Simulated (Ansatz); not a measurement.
Wanted: the native input for an Ansatz 0.2.0 run.

```
Task                : single point
Functional          : PBE
Potentials or basis : all-electron LAPW, scalar-relativistic
Cutoff              : 291 eV (chosen from the basis error)
Basis error allowed : 0.002 eV/atom
k mesh              : 5 × 5 × 5
Occupations         : fermi-dirac, width 0.03 eV
Spin                : no spin polarisation
```

The system is PbO2.

```xyz
3
Lattice="0.0000 2.7020 2.7020 2.7020 0.0000 2.7020 2.7020 2.7020 0.0000" Properties=species:S:1:pos:R:3 pbc="T T T"
Pb    0.0000    0.0000    0.0000
O     4.0530    4.0530    4.0530
O     1.3510    1.3510    1.3510
```

The cell comes from a database or a generator and needn't be the stable form of this composition.

One way to write it, as run:

input.yaml

```yaml
crystal:
  lattice:
    - [0.0, 2.701992, 2.701992]
    - [2.701992, 0.0, 2.701992]
    - [2.701992, 2.701992, 0.0]
  atoms:
    - { symbol: Pb, position: [0.0, 0.0, 0.0] }
    - { symbol: O, position: [0.75, 0.75, 0.75] }
    - { symbol: O, position: [0.25, 0.25, 0.25] }
kpoints:
  mp_grid: { grid: [5, 5, 5] }
scf:
  occupations: { method: fermi_dirac, width: 0.03 }
hamiltonian:
  xc: pbe
  pseudopotentials: { kind: all_electron, lapw: { basis_error: 0.002 } }
output:
  forces: true
  stress: true
  eigenvalues: true
```

Potentials or basis: all-electron LAPW, scalar-relativistic.

Command:

```sh
$ ansatz run input.yaml --threads 2 --pin off --max-ram 6144MiB --backend cpu --events-out ev --progress --plain --runs-dir out
```

Results of the run:

```yaml
Pressure: 0.1 GPa
Band_gap_on_the_k_mesh: none (metal or under the smearing width)
```

Caveat: the k mesh is coarse (spacing up to 0.40 Å⁻¹), so the values aren't converged; the k mesh is thin for a metal, which can move the energy by tens of meV per atom.

Wall time 2.9 s on 2 threads of Arm Neoverse V1, on a shared host, peak memory 0.27 GiB.
